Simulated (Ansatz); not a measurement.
# CaO: single points about a listed cell

Aim: see how energy, forces, stress and gap of CaO answer to further strains and shifts, distortions that keep the symmetry, other functionals. Nothing is relaxed unless a step says so.

Computed with Ansatz 0.2.0 (DFT PBE, scalar-relativistic, plane waves, PAW, unless a step's input says otherwise).

**1. Starting point**

The structure is hexagonal, space group P6_3/mmc (No. 194). Conventional cell: a = 3.992 Å, b = 3.992 Å, c = 4.785 Å, α = 90.00°, β = 90.00°, γ = 120.00°. Ca (site symmetry -6m2) has 5 O at 2.30 to 2.39 Å as nearest neighbours. O (site symmetry -6m2) has 5 Ca at 2.30 to 2.39 Å as nearest neighbours.

Structure file:

```cif
data_structure
_symmetry_space_group_name_H-M 'P6_3/mmc'
_symmetry_Int_Tables_number 194
_cell_length_a 3.9920
_cell_length_b 3.9920
_cell_length_c 4.7848
_cell_angle_alpha 90.000
_cell_angle_beta 90.000
_cell_angle_gamma 120.000
_cell_volume 66.03
loop_
_atom_site_label
_atom_site_type_symbol
_atom_site_symmetry_multiplicity
_atom_site_Wyckoff_symbol
_atom_site_fract_x
_atom_site_fract_y
_atom_site_fract_z
_atom_site_occupancy
Ca1 Ca 2 d 0.33333 0.66667 0.75000 1
O1 O 2 c 0.33333 0.66667 0.25000 1
```

The structure comes from the Materials Project (structure only).

**2. A distortion that keeps the symmetry**

What differs from the listed cell: strain xx, yy, zz, yz, xz, xy = -2.8, -2.8, -1.3, +0.0, +0.0, +0.0 %.

File input.yaml:

```yaml
crystal:
  lattice:
    - [3.8821565696, 0.0, 0.0]
    - [-1.9410782847, 3.3620462107, 0.0]
    - [0.0, 0.0, 4.7249816615]
  atoms:
    - { symbol: Ca, position: [0.33333333, 0.66666667, 0.75] }
    - { symbol: Ca, position: [0.66666667, 0.33333333, 0.25] }
    - { symbol: O, position: [0.33333333, 0.66666667, 0.25] }
    - { symbol: O, position: [0.66666667, 0.33333333, 0.75] }
basis:
  ecutwfc: 420
kpoints:
  mp_grid: { grid: [9, 9, 6] }
hamiltonian:
  xc: pbe
scf:
  occupations: { method: gaussian, width: 0.02 }
output:
  forces: true
  stress: true
  eigenvalues: true
  populations: true
```

Started as:

```bash
ansatz run input.yaml --threads 1 --pin off --max-ram 1331MiB --backend cpu --events-out ev --progress --plain --runs-dir out
```

**3. A distortion that keeps the symmetry**

input.yaml: that of step 2 with these lines changed.

```diff
@@ -2,5 +2,5 @@
   lattice:
-    - [3.8821565696, 0.0, 0.0]
-    - [-1.9410782847, 3.3620462107, 0.0]
-    - [0.0, 0.0, 4.7249816615]
+    - [3.8473465404, 0.0, 0.0]
+    - [-1.9236732701, 3.3318998411, 0.0]
+    - [0.0, 0.0, 4.7550304567]
   atoms:
@@ -22,2 +22 @@
   eigenvalues: true
-  populations: true
```

**4. Functional and cell changed: PBEsol**

input.yaml: that of step 3 with these lines changed.

```diff
@@ -2,5 +2,5 @@
   lattice:
-    - [3.8473465404, 0.0, 0.0]
-    - [-1.9236732701, 3.3318998411, 0.0]
-    - [0.0, 0.0, 4.7550304567]
+    - [4.0516957828, 0.0, 0.0]
+    - [-2.0258478914, 3.5088714763, 0.0]
+    - [0.0, 0.0, 4.8564212165]
   atoms:
@@ -15,3 +15,3 @@
 hamiltonian:
-  xc: pbe
+  xc: pbesol
 scf:
```

Q: Predict the outcome of this session. Wanted: for each run, case; energy; pressure; largest force.

The runs gave:

| step | case | energy (meV/atom) | pressure (GPa) | largest force (eV/Å) | gap on the mesh (eV) |
| --- | --- | --- | --- | --- | --- |
| 2 | a distortion that keeps the symmetry | +0.0 | 8.0 | 0.00 | 3.47 |
| 3 | a distortion that keeps the symmetry | +12.6 | 9.4 | 0.00 | 3.57 |
| 4 | functional and cell changed: PBEsol | n/a | -5.7 | 0.00 | 2.89 |

Energies are counted from step 2, with the smearing taken to zero. Other atoms or functionals have another zero of energy (n/a). 

Among the distorted cells of the listed formula and level the gap runs from 3.47 eV to 3.57 eV.

The gaps are Kohn-Sham values of a semilocal functional, not quasiparticle or optical gaps. Such gaps usually fall short of the measured ones.
